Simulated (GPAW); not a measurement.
A run of GPAW 26.7.0 is set up as follows.

The input run.py:

```python
from ase.dft.bandgap import bandgap
from ase.io import read, write
from ase.units import GPa
from gpaw import GPAW, PW

atoms = read('POSCAR')

calc = GPAW(mode=PW(600),
            xc='MGGA_X_SCAN+MGGA_C_SCAN',
            kpts={'size': (10, 10, 6), 'gamma': True},
            occupations={'name': 'fermi-dirac', 'width': 0.05},
            nbands=24,
            convergence={'density': 1e-05, 'energy': 1e-05},
            maxiter=150,
            txt='gpaw.txt')
atoms.calc = calc
energy = atoms.get_potential_energy()
forces = atoms.get_forces()
stress = atoms.get_stress()
calc.write('gs.gpw')
write('result.traj', atoms)
print(f'Energy: {energy:.6f} eV')
print('Forces (eV/A):')
print(forces.round(4))
print('Stress (GPa):', (stress / GPa).round(3))
print('Fermi level:', round(calc.get_fermi_level(), 4), 'eV')
print(f'Gap: {bandgap(calc)[0]:.4f} eV, direct: {bandgap(calc, direct=True)[0]:.4f} eV')
```

The input POSCAR:

```
Ti
1.0
    2.9500000000      0.0000000000      0.0000000000
   -1.4750000000      2.5547749412      0.0000000000
    0.0000000000      0.0000000000      4.6800000000
Ti
2
Direct
    0.6666666667      0.3333333333      0.7500000000
    0.3333333333      0.6666666667      0.2500000000
```

Potentials or basis: GPAW PAW data sets (gpaw-data 1.2.1), pw.

The run is started by

```sh
$ OMP_NUM_THREADS=1 python run.py
```

Task: What does it give for the pressure?

Result: -2.9 GPa.

Task: Predict the band gap on the k mesh.

Result: None (metal or under the smearing width).

Stress tensor (GPa, compression positive):
```
-2.74  0.00  0.00
 0.00 -2.74  0.00
 0.00  0.00 -3.35
```

Caveat: the PAW data sets were made with another functional, which shifts forces and pressure a little.
